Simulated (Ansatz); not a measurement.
An Ansatz (a program for electronic structure) run. Input:

Ansatz 0.2 input:
```yaml
crystal:
  lattice:
    - [4.4666164995, 0.0, 0.0]
    - [0.0, 4.4666164995, 0.0]
    - [0.0, 0.0, 3.0931278892]
  atoms:
    - { symbol: Ru, position: [0.5, 0.5, 0.5] }
    - { symbol: Ru, position: [0.0, 0.0, 0.0] }
    - { symbol: O, position: [0.8061277909, 0.1938722091, 0.5] }
    - { symbol: O, position: [0.1938722091, 0.8061277909, 0.5] }
    - { symbol: O, position: [0.3061277909, 0.3061277909, 0.0] }
    - { symbol: O, position: [0.6938722091, 0.6938722091, 0.0] }
kpoints:
  mp_grid: { grid: [7, 7, 10] }
  band_path:
    path:
      - [[0.0, 0.0, 0.0], [0.0, 0.5, 0.0], [0.5, 0.5, 0.0], [0.0, 0.0, 0.0], [0.0, 0.0, 0.5], [0.0, 0.5, 0.5], [0.5, 0.5, 0.5], [0.0, 0.0, 0.5]]  # Γ-X-M-Γ-Z-R-A-Z
      - [[0.0, 0.5, 0.0], [0.0, 0.5, 0.5]]  # X-R
      - [[0.5, 0.5, 0.0], [0.5, 0.5, 0.5]]  # M-A
    npoints: 8
basis: { xc_grid: 2 }
hamiltonian:
  xc: pbesol
  pseudopotentials: { azcp: { folder: ./paw }, kind: paw_fr }
magnetization: { noncollinear: true, spin_orbit: true }
scf:
  n_extra_bands: 12
  convergence: { dr2_threshold: 0.0000000001 }
  occupations: { method: gaussian, width: 0.05 }
output: { eigenvalues: true }
```

Output (shortened):

```
Pseudopotential: Ru, paw, valence charge 16
Pseudopotential: O, paw, valence charge 6
Functional definition: PBEsol
non-collinear run that drives no moment, with spin-orbit …
Crystal: 6 atoms, lattice volume = 61.710 Å³
Basis set: ecut = 420 eV, 1203 PW (Γ), exchange–correlation on 60×60×48 points (8 copies of the dense FFT grid, shifted against one another)
Bands: 68, of which v1, the nominal top of the filled ones, is band 56 counted from 1 (55 counted from 0)
Symmetry: 16 space group operations + 16 with time reversal
k-points: 60 of 490
Projection manifold: j_resolved (fully-relativistic pseudo-atomic orbitals)
SCF iter   1: F=—  HF=-13876.461648 eV  |F-HF|=—  |Δ(HF+E_count)|=         —  Δρ=9.83e-2  dr2=3.31e0  dr2_m=0.00e0 (ungated)  ethr=3.10e-3  |M|=0.00e0 ∫|m|=0.00e0 μB  |m|>n=0.0e0 m-floor=0.0e0 τ_xc=0.0e0  β_m=0.30  ⟨swp⟩=5.9  Hψ=8879  notcnv=0  defer=4
preconditioner: auto → Kerker (q_TF=auto, 2.685 Å⁻¹)
spin=Noncollinear: Kerker preconditioning applied to the charge; magnetization (m_x, m_y, m_z) channels mix plain (no charge-response kernel on spin).
SCF iter   2: F=—  HF=-13876.086200 eV  |F-HF|=—  |Δ(HF+E_count)|=   3.75e-1  Δρ=6.11e-2  dr2=7.82e-1  dr2_m=0.00e0 (ungated)  ethr=3.10e-3  |M|=0.00e0 ∫|m|=0.00e0 μB  |m|>n=0.0e0 m-floor=0.0e0 τ_xc=0.0e0  β_m=0.44  ⟨swp⟩=2.0  Hψ=2564  notcnv=0  defer=376
SCF iter   3: F=—  HF=-13876.009275 eV  |F-HF|=—  |Δ(HF+E_count)|=   7.69e-2  Δρ=2.44e-2  dr2=9.95e-2  dr2_m=0.00e0 (ungated)  ethr=1.40e-3  |M|=0.00e0 ∫|m|=0.00e0 μB  |m|>n=0.0e0 m-floor=0.0e0 τ_xc=0.0e0  β_m=0.62  ⟨swp⟩=2.0  Hψ=2970  notcnv=0  defer=376
SCF iter   4: F=—  HF=-13876.008557 eV  |F-HF|=—  |Δ(HF+E_count)|=   7.18e-4  Δρ=3.16e-3  dr2=6.30e-3  dr2_m=0.00e0 (ungated)  ethr=1.78e-4  |M|=0.00e0 ∫|m|=0.00e0 μB  |m|>n=0.0e0 m-floor=0.0e0 τ_xc=0.0e0  β_m=0.81  ⟨swp⟩=2.1  Hψ=2603  notcnv=0  defer=344
SCF iter   5: F=—  HF=-13876.010420 eV  |F-HF|=—  |Δ(HF+E_count)|=   1.86e-3  Δρ=1.28e-3  dr2=1.35e-3  dr2_m=0.00e0 (ungated)  ethr=1.13e-5  |M|=0.00e0 ∫|m|=0.00e0 μB  |m|>n=0.0e0 m-floor=0.0e0 τ_xc=0.0e0  β_m=0.90  ⟨swp⟩=2.1  Hψ=2874  notcnv=0  defer=344
SCF iter   6: F=—  HF=-13876.010448 eV  |F-HF|=—  |Δ(HF+E_count)|=   2.79e-5  Δρ=3.54e-4  dr2=7.28e-5  dr2_m=0.00e0 (ungated)  ethr=2.41e-6  |M|=0.00e0 ∫|m|=0.00e0 μB  |m|>n=0.0e0 m-floor=0.0e0 τ_xc=0.0e0  β_m=0.95  ⟨swp⟩=2.0  Hψ=2821  notcnv=0  defer=344
SCF iter   7: F=—  HF=-13876.010473 eV  |F-HF|=—  |Δ(HF+E_count)|=   2.56e-5  Δρ=8.64e-5  dr2=4.50e-6  dr2_m=0.00e0 (ungated)  ethr=1.30e-7  |M|=0.00e0 ∫|m|=0.00e0 μB  |m|>n=0.0e0 m-floor=0.0e0 τ_xc=0.0e0  β_m=0.98  ⟨swp⟩=2.4  Hψ=3239  notcnv=0  defer=344
SCF iter   8: F=—  HF=-13876.010476 eV  |F-HF|=—  |Δ(HF+E_count)|=   3.00e-6  Δρ=2.63e-5  dr2=4.02e-7  dr2_m=0.00e0 (ungated)  ethr=8.04e-9  |M|=0.00e0 ∫|m|=0.00e0 μB  |m|>n=0.0e0 m-floor=0.0e0 τ_xc=0.0e0  β_m=0.99  ⟨swp⟩=2.1  Hψ=2702  notcnv=0  defer=344
SCF iter  11: F=-13876.010476 eV  HF=-13876.010476 eV  |F-HF|=6.91e-11  |Δ(HF+E_count)|=  9.46e-11  Δρ=3.89e-7  dr2=9.00e-11  dr2_m=0.00e0 (ungated)  ethr=1.00e-12  |M|=0.00e0 ∫|m|=0.00e0 μB  |m|>n=0.0e0 m-floor=0.0e0 τ_xc=0.0e0  ⟨swp⟩=6.5  Hψ=7386  notcnv=0
SCF 1 converged in 11 iterations: F = -13876.010476 eV  dr2 = 9.00e-11
NSCF: frozen V_eff on 75 k-points
SCF converged after 11 iterations
Magnetization: |M| = 0.0000 μB,  M = (+0.0000, +0.0000, +0.0000) μB
Absolute magnetization: 0.0000 μB (∫|m|)
  site 0: m = (+0.0000, +0.0000, +0.0000) μB, |m| = 0.0000 μB  (R = 0.80 Å)
  site 1: m = (+0.0000, +0.0000, +0.0000) μB, |m| = 0.0000 μB  (R = 0.80 Å)
  site 2: m = (+0.0000, +0.0000, +0.0000) μB, |m| = 0.0000 μB  (R = 0.80 Å)
  site 3: m = (+0.0000, +0.0000, +0.0000) μB, |m| = 0.0000 μB  (R = 0.80 Å)
  site 4: m = (+0.0000, +0.0000, +0.0000) μB, |m| = 0.0000 μB  (R = 0.80 Å)
  site 5: m = (+0.0000, +0.0000, +0.0000) μB, |m| = 0.0000 μB  (R = 0.80 Å)
Free energy (F): -13876.010476 eV
Harris-Foulkes:  -13876.010476 eV  (|F-HF|=6.91e-11)
Internal energy: -13876.006286 eV  (E = F + TS)
E sigma→0 (E₀):  -13876.008381 eV
Entropy (-TS):   -0.004190 eV (-0.698 meV/atom)
Fermi energy:    13.153061 eV
--- Per-component energies (eV) ---
  E_band       = -367.564197
  E_kinetic    = 1586.568026
  E_local      = -4715.572428  (includes V_loc(G=0)·N_el)
  E_nonlocal   = 1037.980382
  E_hartree    = 1625.627622
  E_xc         = -615.881958
  E_vxc        = -785.276107  (∫ρ·V_xc dr)
  E_paw        = -7507.935887  (= ΣΔE_a)
  E_vpaw       = -742.523440  (= ΣTr[D̂ρ^β])
  E_aug_tail   = 0.004470  (compensation charges beyond the density's cutoff)
  E_ewald      = -5287.447271
  E_core_change = 0.650757  (= ΣΔE_core)
  E_smearing   = -0.004190  (= −TS)
  E_closure    = 0.000000  (closes the sum)
  Σ components = -13876.010476   (vs F -13876.010476, Δ=0.00e0)
  [band-id]    e_kinetic+e_local+e_nonlocal+2·e_hartree+e_vxc+e_vpaw+e_augmentation_tail = -367.563853   (vs E_band -367.564197, Δ=3.44e-4)
--- Band table (eV; the first three rows and the last of 60) ---
  k-point 0: bands = ["-60.2738", "-60.2738", "-60.2662", "-60.2662", "-32.6769", "-32.6769", "-32.6261", "-32.6261", "-29.4038", "-29.4038", "-29.3430", "-29.3430", "-29.0967", "-29.0967", "-29.0789", "-29.0789", "-7.2045", "-7.2045", "-6.1173", "-6.1173", …
  k-point 1: bands = ["-60.2724", "-60.2724", "-60.2652", "-60.2652", "-32.6791", "-32.6791", "-32.6308", "-32.6308", "-29.4030", "-29.4030", "-29.3484", "-29.3484", "-29.1037", "-29.1037", "-29.0900", "-29.0900", "-7.1108", "-7.1108", "-6.0648", "-6.0648", …
  k-point 2: bands = ["-60.2690", "-60.2690", "-60.2628", "-60.2628", "-32.6846", "-32.6846", "-32.6438", "-32.6438", "-29.4029", "-29.4029", "-29.3645", "-29.3645", "-29.1202", "-29.1202", "-29.1166", "-29.1166", "-6.8529", "-6.8529", "-5.9350", "-5.9350", …
  k-point 59: bands = ["-60.2581", "-60.2581", "-60.2581", "-60.2581", "-32.6921", "-32.6921", "-32.6878", "-32.6878", "-29.4273", "-29.4273", "-29.4099", "-29.4099", "-29.1641", "-29.1641", "-29.1532", "-29.1532", "-5.8976", "-5.8976", "-5.7556", "-5.7556", …
```

Cost: around 60 core-seconds (rough) on shared cores.

Space group P4_2/mnm (rutile). The PBEsol relaxation kept the symmetry of its start. The run is not spin-polarised.

Potentials: the earlier of the program's two PAW sets. The files were generated under PBE; for other functionals the program regenerates the frozen cores, and for LDA and PBEsol the local potential too.

Ansatz is a plane-wave DFT program.
